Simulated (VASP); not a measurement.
Write the native input for VASP 6.6.1 that does the following.

```yaml
Task: single point
Functional: r2SCAN
Potentials_or_basis: VASP PAW PBE potentials, release 64 (Pt, Se)
Cutoff: 520 eV
k_mesh: 8 × 8 × 5
Occupations: fermi-dirac, width 0.05 eV
Spin: no spin polarisation
Hubbard_terms: Pt d U = 6.0 eV
Dipole_correction: no
Further_INCAR_settings: ALGO = Normal; EDIFF = 1e-07; NBANDS = 18
```

Crystal: PtSe2 (Sudovikovite).

```
Pt Se
1.0
     3.77301    0.00000    0.00000
    -1.88650    3.26752    0.00000
     0.00000    0.00000    5.12861
Pt Se
1 2
Direct
  0.00000 0.00000 0.00000
  0.66667 0.33333 0.75000
  0.33333 0.66667 0.25000
```

The cell isn't the ideal one: volume scaled by 1.04.

One way to write it, as run:

POSCAR

```
PtSe2
1.0
    3.7730056198      0.0000000000      0.0000000000
   -1.8865028099      3.2675187154      0.0000000000
    0.0000000000      0.0000000000      5.1286129021
Pt Se
1 2
Direct
    0.0000000000      0.0000000000      0.0000000000
    0.6666666667      0.3333333333      0.7500000000
    0.3333333333      0.6666666667      0.2500000000
```

INCAR.step1

```
SYSTEM = PtSe2
ALGO = Normal
EDIFF = 1E-4
ENCUT = 520
GGA = PE
ISMEAR = -1
LASPH = .TRUE.
LCHARG = .FALSE.
LDAU = .TRUE.
LDAUJ = 0 0
LDAUL = 2 -1
LDAUTYPE = 2
LDAUU = 6 0
LMAXMIX = 4
LREAL = .FALSE.
LWAVE = .TRUE.
NBANDS = 18
NELM = 150
PREC = Accurate
SIGMA = 0.05
```

INCAR.step2

```
SYSTEM = PtSe2
ALGO = Normal
EDIFF = 1E-7
ENCUT = 520
ISIF = 2
ISMEAR = -1
ISTART = 1
LASPH = .TRUE.
LCHARG = .TRUE.
LDAU = .TRUE.
LDAUJ = 0 0
LDAUL = 2 -1
LDAUPRINT = 1
LDAUTYPE = 2
LDAUU = 6 0
LELF = .TRUE.
LMAXMIX = 4
LMIXTAU = .TRUE.
LREAL = .FALSE.
LVHAR = .TRUE.
LWAVE = .FALSE.
METAGGA = R2SCAN
NBANDS = 18
NELM = 150
PREC = Accurate
SIGMA = 0.05
```

KPOINTS

```
k-points
0
G
  8 8 5
  0 0 0
```

Potentials or basis: VASP PAW PBE potentials, release 64 (Pt, Se).

Command:

```sh
$ cat potpaw_PBE.64/Pt/POTCAR potpaw_PBE.64/Se/POTCAR > POTCAR
$ cp INCAR.step1 INCAR
$ mpirun -np 1 vasp_std > vasp.out
$ cp INCAR.step2 INCAR
$ mpirun -np 1 vasp_std > vasp.out
```

Results of the run:

```
Pressure               : -3.3 GPa
Largest force          : 0.295 eV/Å
Band gap on the k mesh : none (metal or under the smearing width)
```

Caveat: the PAW data sets were made with another functional, which shifts forces and pressure a little; U without spin polarisation on a metal has little footing.

Wall time 3.4 min on 1 thread of Intel(R) Xeon(R) Platinum 8488C (Sapphire Rapids) (shared host), peak memory 0.21 GiB.
